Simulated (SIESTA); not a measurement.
Runs of SIESTA 5.4.2 on WSe. The cell holds a slab with vacuum, 4 atoms: a = 3.318 Å, b = 3.318 Å, c = 31.658 Å, α = 90.00°, β = 90.00°, γ = 120.00°. 

| potentials or basis | gap on the mesh (eV) | largest force (eV/Å) |
| --- | --- | --- |
| PseudoDojo 0.4 standard (PBE files), DZP (energy shift 0.003 Ry; two zetas on semicore shells) | 0.35 | 0.65 |
| Ansatz NC with PseudoDojo 0.4 standard (PBE files), DZP (energy shift 0.003 Ry; two zetas on semicore shells) | 0.35 | 0.62 |
| PseudoDojo 0.5 standard (PBE files), DZP (energy shift 0.003 Ry; two zetas on semicore shells) | 0.35 | 0.65 |
| PseudoDojo 0.4 stringent (PBE files), DZP (energy shift 0.003 Ry; two zetas on semicore shells) | (a) | (b) |
| SPMS 1.0 (PBE files) or PseudoDojo by element, DZP (energy shift 0.003 Ry; two zetas on semicore shells) | 0.40 | 0.66 |
| SG15 1.2 (PBE files) or PseudoDojo by element, DZP (energy shift 0.003 Ry; two zetas on semicore shells) | 0.32 | 0.52 |

Alike in all rows: task band structure; level PBE; no spin polarisation; cell as given; k mesh 9 × 9 × 1; smearing fermi-dirac 0.05 eV; grid cutoff 800 Ry; energy shift 0.003 Ry.

Task: Estimate the missing entries.

Result: (a) 0.34; (b) 0.47.

Caveats: spin-orbit coupling is left out, which moves the levels of the heavy elements; the basis of atomic orbitals isn't converged, which shifts pressures, moduli and gaps; the valence orbitals were made in a potential fitted to the semicore shell under them, which widens gaps by tenths of an eV or more (some runs).

A k mesh can miss the band edges, and the runs leave out spin-orbit coupling on Se, W.

The runs don't all hold the same shells in valence.
